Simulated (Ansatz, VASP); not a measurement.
## TiPt3: VASP beside Ansatz

```
CELL_PARAMETERS angstrom
3.81745 0.00000 0.00000
0.00000 3.81745 0.00000
0.00000 0.00000 3.81745
ATOMIC_POSITIONS crystal
Pt 0.50000 0.50000 0.00000
Pt 0.50000 0.00000 0.50000
Pt 0.00000 0.50000 0.50000
Ti 0.00000 0.00000 0.00000
```

Change from the starting cell: volume scaled by 0.94.

Alike in both runs: task single point; functional PBEsol; k mesh 7 × 7 × 7; occupations fermi-dirac, width 0.05 eV; no spin polarisation.

|  | VASP | Ansatz |
| --- | --- | --- |
| version | VASP 6.6.1 | Ansatz 0.2.0 |
| potentials or method | VASP PAW PBE potentials, release 64 (Pt, Ti_sv) | Ansatz PAW |
| plane-wave cutoff (eV) | 520 | 420 |
| valence electrons in the cell | 42 | 66 |

```csv
,VASP,Ansatz,Ansatz less VASP
gap on the k mesh at the Fermi level (eV),none,none,-
pressure (GPa),19.6,19.8,+0.26
```

A gap of «none» marks a metal or a gap that the smearing closes. The two sets of potentials don't hold the same shells in valence.

Caveats: the PAW data sets were made with another functional, which shifts forces and pressure a little (VASP); the PAW data sets come from PBE, with cores solved anew for the run's functional, which leaves a small shift of forces and pressure (Ansatz). Spin-orbit coupling is left out, which matters for the levels of Pt.
